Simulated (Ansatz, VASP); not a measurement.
## Sn (stanene, 1 layer) in two plane-wave programs

One calculation is typed for both programs; each brings its own data sets. How far apart do they land? Of the first pair: The structure shown is the start of the Ansatz relaxation below; VASP solves that cell, so the two are compared at the walk's first step.

Program: Ansatz 0.2.0. Level of theory: plane waves, with VASP 6.6.1 beside it; PBE. Results are calculated unless marked as measured.

## (1) The structure

The cell holds 2 atoms: 2 Sn. Its edges and angles: a = 4.670 Å, b = 4.670 Å, c = 15.850 Å, α = 90.0°, β = 90.0°, γ = 120.0°. Vacuum lies along c.

## (2) Ansatz: relaxation, PBE

Ansatz runs on its default PAW (the set named soft_2) files.

The two programs are compared at the cell with which this relaxation starts, whose forces are those of its first step.

Input file input.yaml:

```yaml
crystal:
  lattice:
    - [4.67, 0.0, 0.0]
    - [-2.335, 4.0443386357, 0.0]
    - [0.0, 0.0, 15.85]
  atoms:
    - { symbol: Sn, position: [0.6666666667, 0.3333333333, 0.4731861199] }
    - { symbol: Sn, position: [0.3333333333, 0.6666666667, 0.5268138801] }
kpoints:
  mp_grid: { grid: [6, 6, 1] }
hamiltonian:
  xc: pbe
scf:
  occupations: { method: fermi_dirac, width: 0.05 }
  convergence: { dr2_threshold: 1.0e-08 }
efield:
  axis: 3
  dipole_correction: true
  ramp_position: 0.97
  ramp_width: 0.04
relax:
  f_tol: 0.01
  cell: { fix: [c, alpha, beta] }
output:
  write_potential: true
  write_density: true
  volumetric_format: npy
```

Launch:

```
$ ansatz run input.yaml --threads 4 --pin off --max-ram 8192MiB --backend cpu --events-out ev --progress --plain --runs-dir out
```

Numbers of over 12 decimals in the logs are rounded to 6 here.

The log of the run:

```text
Warning: relax.cell: scf.convergence.dr2_threshold = 1e-8 eV is looser than the 2e-10 eV advised for a relaxation that steers and ends on the stress (1e-10 eV for each atom of the cell: 2). What an SCF threshold leaves in a stress goes as its square root, and in the free energy as the threshold itself, and one threshold admits the most on a small cell: [figures from the program's tests cut] Set scf.convergence.dr2_threshold to 2e-10 eV or tighter. The threshold is an SCF's pass mark: one that does not reach it within its budget of iterations ends unconverged, or closes short of it on a stop that the run arms, and scf.convergence.dr2_threshold's page says what that costs each kind of run
Engine: ansatz 0.2.0, aarch64-unknown-linux-gnu
Pseudopotentials: kind: paw
Pseudopotential: Sn, paw, valence charge 14, recommended cutoff 420 eV (normal), Sn.paw.azcp
Functional definition: PBE
  parameter kappa = 0.804
  parameter beta = 0.066725
  exchange = pbe_x(kappa = kappa, mu = beta*pi^2/3)
  correlation = pbe_c(beta = beta)
Crystal: 2 atoms, lattice volume = 299.360 Å³
Basis set: ecut = 420 eV, 5891 PW (Γ), exchange–correlation on 64×64×216 points (8 copies of the dense FFT grid, shifted against one another)
Bands: 18, of which v1, the nominal top of the filled ones, is band 14 counted from 1 (13 counted from 0)
Symmetry: 6 space group operations
k-points: 7 of 36 (time reversal used)
Non-local potential: Sn, projectors of the file, l = 0: 2, l = 1: 2, l = 2: 2, l = 3: 2
PAW form: soft (Blöchl's): semilocal exchange-correlation on the pseudo side does not see the compensation charge
PAW one-centre angular grid: Sn, 590 points (default); XC on 64 Gauss nodes
Initial density: superposition of atomic densities (neutral atoms: chi_scale 0, normalization atom), corrected by the library's trained network
Initial wavefunctions: pseudopotential atomic-orbital guess
Functional: x = pbe(κ = 0.804, μ = 0.219515), c = pbe(β = 0.066725)
SCF iter   1: F=—  HF=-12047.520492 eV  |F-HF|=—  |Δ(HF+E_count)|=         —  Δρ=7.70e-4  dr2=5.59e-3  ethr=1.77e-3  p=0.001 e·Å  D=3.62e-4 V/Å  ΔV_dip=-0.01 eV  dr2_dipole=5.12e-7  V_vac-E_F(+/−)=4.42/4.43 eV  ⟨swp⟩=7.6  Hψ=751  notcnv=0
efield: sawtooth ramp at fractional position 0.9700 (set: `efield.ramp_position`, or a place that a band, a saddle search or an elastic batch's reference lends), width 0.0400; the density the first Hamiltonian is built on has a dipole p = 0.001 e·Å; the dipole correction subtracts the counter field D = 3.62e-4 V/Å, which shifts the + side's vacuum level by -0.01 eV against the − side's; the planar-averaged density in the ramp window peaks in size at 4.7e-5 e/Å³
preconditioner: auto → LDOS  [metal: Δε(μ)=0.284 eV  Ē_g=7.022 eV  σ=0.050 eV  W_gap=0.50  n_scr=38 (ndim 8)  ℏωp=6.1 eV  f_vac=0.685  D(μ)=1.13/eV (n_scr^D=4)  β→1.0]
SCF iter   2: F=—  HF=-12047.521327 eV  |F-HF|=—  |Δ(HF+E_count)|=   8.35e-4  Δρ=6.21e-4  dr2=1.37e-3  ethr=2.00e-5  p=0.000 e·Å  D=1.78e-5 V/Å  ΔV_dip=-0.00 eV  dr2_dipole=9.21e-9  V_vac-E_F(+/−)=4.26/4.26 eV  ⟨swp⟩=2.4  Hψ=311  notcnv=0
SCF iter   3: F=—  HF=-12047.521198 eV  |F-HF|=—  |Δ(HF+E_count)|=   1.29e-4  Δρ=2.31e-4  dr2=2.49e-4  ethr=4.89e-6  p=0.000 e·Å  D=2.60e-5 V/Å  ΔV_dip=-0.00 eV  dr2_dipole=5.69e-9  V_vac-E_F(+/−)=4.27/4.27 eV  ⟨swp⟩=2.0  Hψ=246  notcnv=0
SCF iter   4: F=—  HF=-12047.521135 eV  |F-HF|=—  |Δ(HF+E_count)|=   6.29e-5  Δρ=5.39e-5  dr2=2.11e-5  ethr=8.88e-7  p=0.000 e·Å  D=1.09e-5 V/Å  ΔV_dip=-0.00 eV  dr2_dipole=9.14e-10  V_vac-E_F(+/−)=4.26/4.26 eV  ⟨swp⟩=2.0  Hψ=212  notcnv=0
SCF iter   5: F=—  HF=-12047.521138 eV  |F-HF|=—  |Δ(HF+E_count)|=   2.86e-6  Δρ=1.27e-5  dr2=8.27e-7  ethr=7.53e-8  p=0.000 e·Å  D=1.95e-6 V/Å  ΔV_dip=-0.00 eV  dr2_dipole=1.97e-11  V_vac-E_F(+/−)=4.26/4.26 eV  ⟨swp⟩=3.0  Hψ=227  notcnv=0
SCF iter   6: F=—  HF=-12047.521168 eV  |F-HF|=—  |Δ(HF+E_count)|=   2.96e-5  Δρ=4.15e-6  dr2=5.12e-8  ethr=2.95e-9  p=-0.000 e·Å  D=-1.78e-8 V/Å  ΔV_dip=0.00 eV  dr2_dipole=8.77e-13  V_vac-E_F(+/−)=4.26/4.26 eV  ⟨swp⟩=2.0  Hψ=226  notcnv=0
SCF iter   7: F=-12047.521168 eV  HF=-12047.521168 eV  |F-HF|=6.05e-9  |Δ(HF+E_count)|=   1.25e-9  Δρ=6.09e-7  dr2=1.58e-9  ethr=3.57e-11  p=0.000 e·Å  D=1.17e-7 V/Å  ΔV_dip=-0.00 eV  dr2_dipole=2.98e-13  V_vac-E_F(+/−)=4.26/4.26 eV  ⟨swp⟩=9.7  Hψ=849  notcnv=0
SCF 1 converged in 7 iterations: F = -12047.521168 eV  dr2 = 1.58e-9
  greatest PAW one-centre occupation: 0.991 electrons in one spin orbital (limit 2), on the Sn atom at site 1 (counted from 0), in its partial waves of l = 2
[...]
SCF iter   4: F=—  HF=-12047.521248 eV  |F-HF|=—  |Δ(HF+E_count)|=   1.67e-8  Δρ=5.43e-6  dr2=7.56e-8  ethr=4.48e-9  p=0.000 e·Å  D=1.45e-8 V/Å  ΔV_dip=-0.00 eV  dr2_dipole=7.75e-14  V_vac-E_F(+/−)=4.26/4.26 eV  ⟨swp⟩=2.0  Hψ=221  notcnv=0
SCF iter   5: F=-12047.521248 eV  HF=-12047.521248 eV  |F-HF|=2.10e-9  |Δ(HF+E_count)|=   2.79e-8  Δρ=1.75e-6  dr2=9.22e-9  ethr=3.57e-11  p=0.000 e·Å  D=8.64e-8 V/Å  ΔV_dip=-0.00 eV  dr2_dipole=1.21e-13  V_vac-E_F(+/−)=4.26/4.26 eV  ⟨swp⟩=7.0  Hψ=877  notcnv=0
SCF 2 converged in 5 iterations: F = -12047.521248 eV  dr2 = 9.22e-9
relax step   2: F+E_penalty+E_count = -12047.52124806 eV  Δ(F+E_penalty+E_count) = -8.034e-5 eV  max|allowed force component| = 1.716e-2 eV/Å  Δτ_max = 0.0054 Å  P = +0.001 GPa  Ω = 299.898 Å³  energy of the carried Pulay correction = -1.856e-5 eV  fix = [c, alpha, beta]  reactions: c -0.007 GPa  (5 SCF iters, accepted)
[...]
relax step   3: F+E_penalty+E_count = -12047.52130576 eV  Δ(F+E_penalty+E_count) = -5.771e-5 eV  max|allowed force component| = 1.745e-3 eV/Å  Δτ_max = 0.0031 Å  P = +0.004 GPa  Ω = 300.100 Å³  energy of the carried Pulay correction = -2.552e-5 eV  fix = [c, alpha, beta]  reactions: c -0.000 GPa  (5 SCF iters, accepted)
[...]
relax step   4: F+E_penalty+E_count = -12047.52133396 eV  Δ(F+E_penalty+E_count) = -2.820e-5 eV  max|allowed force component| = 1.766e-3 eV/Å  Δτ_max = 0.0000 Å  P = +0.004 GPa  Ω = 300.100 Å³  fix = [c, alpha, beta]  reactions: c -0.001 GPa  stress off target by 5.90e-3 GPa on what of the cell is left free  SCF on the basis re-selected at this cell (its energy is not comparable with the rows above)  (3 SCF iters)
basis re-selected at this cell: Δ(F+E_penalty+E_count) = -2.820e-5 eV, ΔP = -0.000 GPa vs the last step (what re-selecting the basis moved, of the pressure what is left beyond the Pulay correction that the steps carried, after the strain that the cell walked since its last selection, with what the two solves' SCF thresholds leave and, on support functions, any second-order correction that the steps lacked; it is no m [...]
SCF converged after 3 iterations
Free energy (F): -12047.521334 eV
Harris-Foulkes:  -12047.521334 eV  (|F-HF|=2.95e-10)
Internal energy: -12047.513232 eV  (E = F + TS)
E sigma→0 (E₀):  -12047.517283 eV
Entropy (-TS):   -0.008102 eV (-4.051 meV/atom)
Fermi energy:    -1.560859 eV
Dipole field:    D = 0.000000 V/Å  (p = 0.000000 e·Å, saw-weighted, corrected)
Work function:   Φ+ = 4.2576 eV   Φ− = 4.2576 eV
Levels:          The Fermi level and band energies are counted from a zero that moves with the ramp; work functions are not
--- Per-component energies (eV) ---
  E_band       = -499.279739
  E_kinetic    = 371.645552
  E_local      = -9322.091448  (includes V_loc(G=0)·N_el)
  E_nonlocal   = -64.667062
  E_hartree    = 4708.057009
  E_xc         = -763.080354
  E_vxc        = -189.244745  (∫ρ·V_xc dr)
  E_paw        = -8272.841031  (= ΣΔE_a)
  E_vpaw       = -711.036728  (= ΣTr[D̂ρ^β])
  E_aug_tail   = -0.000001  (compensation charges beyond the density's cutoff)
  E_efield     = 0.000000  (sawtooth field / dipole correction)
  E_vefield    = -0.000001  (∫n·V_field dr)
  E_ewald      = 1295.464102
  E_smearing   = -0.008102  (= −TS)
  E_closure    = -0.000000  (closes the sum)
  Σ components = -12047.521334   (vs F -12047.521334, Δ=0.00e0)
--- Forces (eV/Å), atoms counted from 1 ---
  atom   1  Sn    -0.00000000    -0.00000000     0.00176603
  atom   2  Sn     0.00000000     0.00000000    -0.00176612
  max |Σ_I F_I| component: 9.31e-8 eV/Å
--- Stress (GPa, compression-positive) ---
        0.005904      -0.000000       0.000000
       -0.000000       0.005904      -0.000000
        0.000000      -0.000000      -0.000815
  P = ⅓ Tr σ = 0.0037 GPa (0.037 kbar)
--- Band table (eV; the first three rows and the last of 7) ---
  k-point 0: bands = [... 10 lower, -10.7893, -4.7099, -1.7969, -1.7969, -1.3141, 0.4774, 1.6860, 1.6860]
  k-point 1: bands = [... 10 lower, -10.5547, -5.1884, -2.9991, -2.2082, -0.0193, 0.4544, 1.7461, 2.4433]
  k-point 2: bands = [... 10 lower, -9.8882, -6.6783, -2.9077, -2.7889, -0.4749, 0.2308, 2.4900, 3.5265]
  k-point 6: bands = [... 10 lower, -8.4438, -8.4438, -4.2763, -1.5614, -1.5614, 2.2038, 3.2953, 3.2953]
--- Relaxed structure (3 steps of the walk, 3 accepted, 1 SCFs on fresh bases) ---
  F+E_penalty+E_count = -12047.52133396 eV   max|allowed force component| = 1.766e-3 eV/Å   (the final SCF, on the basis selected at the relaxed cell)
  cell:  # Å, volume = 300.1001 Å³
    - [4.675770, 0, 0]
    - [-2.337885, 4.049335, 0]
    - [0, 0, 15.85]
  atoms:
    - { symbol: Sn, position: [0.666667, 0.333333, 0.473040] }
    - { symbol: Sn, position: [0.333333, 0.666667, 0.526960] }
```

The column dr2 measures how far the density is from self-consistency, as an energy; F and HF (Harris–Foulkes) agree once it is small.

## (3) VASP: single point, PBE, start cell, pair 1

The same cell, functional, mesh and smearing now go to VASP, with its own data sets.

Lines of VASP's logs that name or quote its potential files are left out, and so is its time.

Input file INCAR:

```
SYSTEM = Sn
PREC = Accurate
ENCUT = 400
EDIFF = 1E-06
NELM = 120
ISMEAR = -1
SIGMA = 0.05
LREAL = .FALSE.
ALGO = Normal
GGA = PE
NBANDS = 20
LORBIT = 11
LWAVE = .FALSE.
LCHARG = .FALSE.
ISIF = 2
LDIPOL = .TRUE.
IDIPOL = 3
DIPOL = 0.5 0.5 0.5
LVHAR = .TRUE.
LASPH = .TRUE.
GGA_COMPAT = .FALSE.
NELMDL = -8
```

Input file POSCAR:

```
Sn
1.0
    4.6700000000      0.0000000000      0.0000000000
   -2.3350000000      4.0443390000      0.0000000000
    0.0000000000      0.0000000000     15.8500000000
Sn
2
Direct
    0.6666666666      0.3333333332      0.4731861199
    0.3333333332      0.6666666666      0.5268138801
```

Input file KPOINTS:

```
Automatic mesh
0
Gamma
6 6 1
0 0 0
```

The projector-augmented-wave data sets are Sn_d (PBE family, release 64).

Launch:

```
$ mpirun -np 1 vasp_std
```

The log of the run:

```text
[banner, memory and clock lines left out]
running    1 mpi-ranks, on    1 nodes
 distrk:  each k-point on    1 cores,    1 groups
 distr:  one band on    1 cores,    1 groups

 POSCAR found type information on POSCAR Sn
 POSCAR found :  1 types and       2 ions
 LDA part: xc-table for (Slater+PW92), standard interpolation
 POSCAR, INCAR and KPOINTS ok, starting setup
 FFT: planning ... GRIDC
 FFT: planning ... GRID_SOFT
 FFT: planning ... GRID
 WAVECAR not read
 entering main loop
       N       E                     dE             d eps       ncg     rms          rms(c)
DAV:   1     0.171830549578E+03    0.17183E+03   -0.12127E+04   344   0.982E+02
DAV:   2     0.605701319823E+01   -0.16577E+03   -0.16409E+03   328   0.263E+02
DAV:   3    -0.646872333185E+01   -0.12526E+02   -0.12494E+02   336   0.983E+01
DAV:   4    -0.688601390600E+01   -0.41729E+00   -0.41661E+00   324   0.210E+01
DAV:   5    -0.690650079760E+01   -0.20487E-01   -0.20486E-01   412   0.395E+00
DAV:   6    -0.690720085264E+01   -0.70006E-03   -0.70005E-03   404   0.660E-01
DAV:   7    -0.690721813423E+01   -0.17282E-04   -0.17282E-04   440   0.848E-02
DAV:   8    -0.690721838083E+01   -0.24660E-06   -0.24647E-06   308   0.119E-02    0.265E+00
DAV:   9    -0.683363534482E+01    0.73583E-01   -0.39236E-02   312   0.237E+00    0.157E+00
DAV:  10    -0.678710475792E+01    0.46531E-01   -0.12998E-01   368   0.333E+00    0.190E-01
DAV:  11    -0.678751320315E+01   -0.40845E-03   -0.20553E-02   316   0.181E+00    0.108E-01
DAV:  12    -0.678656156533E+01    0.95164E-03   -0.17699E-03   372   0.333E-01    0.562E-02
DAV:  13    -0.678620593240E+01    0.35563E-03   -0.22353E-04   348   0.222E-01    0.199E-02
DAV:  14    -0.678632281957E+01   -0.11689E-03   -0.16728E-04   316   0.810E-02    0.290E-02
DAV:  15    -0.678655951548E+01   -0.23670E-03   -0.22221E-04   340   0.132E-01    0.121E-02
DAV:  16    -0.678658012207E+01   -0.20607E-04   -0.30645E-05   304   0.599E-02    0.996E-03
DAV:  17    -0.678670384143E+01   -0.12372E-03   -0.43213E-05   312   0.522E-02    0.572E-03
DAV:  18    -0.678674122589E+01   -0.37384E-04   -0.42671E-06   292   0.193E-02    0.555E-03
DAV:  19    -0.678682764120E+01   -0.86415E-04   -0.60745E-06   244   0.124E-02    0.161E-03
DAV:  20    -0.678686264330E+01   -0.35002E-04   -0.25403E-06   252   0.885E-03    0.115E-03
DAV:  21    -0.678688092159E+01   -0.18278E-04   -0.15690E-06   232   0.398E-03    0.321E-04
DAV:  22    -0.678688358760E+01   -0.26660E-05   -0.10273E-07   252   0.206E-03    0.243E-04
DAV:  23    -0.678688434054E+01   -0.75294E-06   -0.28803E-08   232   0.102E-03
   1 F= -.67868843E+01 E0= -.67828376E+01  d E =-.809351E-02
```

[end of part 1 of 2]

[Lines on the potential files, build, host, timing and source positions are cut from VASP's logs without a mark.]

[Logs are printed without paths, hosts, clocks, repeated set-up lines and the standing remarks that a program may print on its own settings, such as how far it seeks lower states.]

[Hosts, paths, dates, database ids (printed as entryN), source tags and the programs' standing remarks are cut or masked in the printed files.]
